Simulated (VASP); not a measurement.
Runs of VASP 6.6.1 on S. All rows change the cell; the cell of one of them follows. It takes space group I4/mmm (No. 139, tetragonal). The conventional cell has a = 2.820 Å, b = 2.820 Å, c = 4.148 Å, α = 90.00°, β = 90.00°, γ = 90.00°. S (site symmetry 4/mmm) is surrounded by 12 S at 2.82 to 2.88 Å. This isn't the form of S at room conditions, which is orthorhombic, of S8 rings.

```csv
cell,gap on the mesh (eV),pressure (GPa)
"strain +0.0400 x Voigt [1, 0, 0, 0, 0, 0], atoms carried along",none,-6.6
"strain -0.0300 x Voigt [1, 0, 0, 0, 0, 0], atoms carried along",none,(a)
"strain -0.0200 x Voigt [1, 0, 0, 0, 0, 0], atoms carried along",none,-2.5
"strain +0.0200 x Voigt [1, 0, 0, 0, 0, 0], atoms carried along",none,-5.4
```

Alike in all rows: task single point; level PBE+D3(BJ); potentials or basis VASP PAW PBE potentials, release 64 (S); no spin polarisation; k mesh 20 × 20 × 20; cutoff (eV) 520; smearing gaussian 0.15 eV.

Estimate the missing entries.

(a) -1.7.

Caveats: pairwise dispersion overbinds metals, which lowers pressure and volume.

A gap of «none» marks a metal or a gap under the smearing width.
